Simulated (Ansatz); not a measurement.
Sb:

```
CELL_PARAMETERS angstrom
-1.57654 1.57654 2.71194
1.57654 -1.57654 2.71194
1.57654 1.57654 -2.71194
ATOMIC_POSITIONS crystal
Sb 0.00000 0.00000 0.00000
```

This isn't the form of Sb at room conditions, which is rhombohedral.

Base run:

```yaml
Program: Ansatz 0.2.0
Functional: PBEsol
Potentials_or_basis: all-electron PAW datasets made for the crystal
Cutoff: 160 eV
Density_cutoff: 640 eV
k_mesh: 8 × 8 × 8
Occupations: fermi-dirac, width 0.05 eV
Spin: no spin polarisation
```

Its results: pressure -1.3 GPa.

Problem. The run is repeated on the same cell with these changes: potentials or basis from all-electron PAW datasets made for the crystal to all-electron LAPW, non-relativistic; cutoff from 160 eV to 185 eV; density cutoff from 640 eV to 739 eV; k mesh from 8 × 8 × 8 to 12 × 12 × 12. What comes out?

Solution. Pressure -0.8 GPa.

Caveats: the k mesh is thin for a metal, which can move the energy by tens of meV per atom (some runs); relativity is left out, which matters for the heavier elements (some runs).

Not every run made on this cell is shown here.
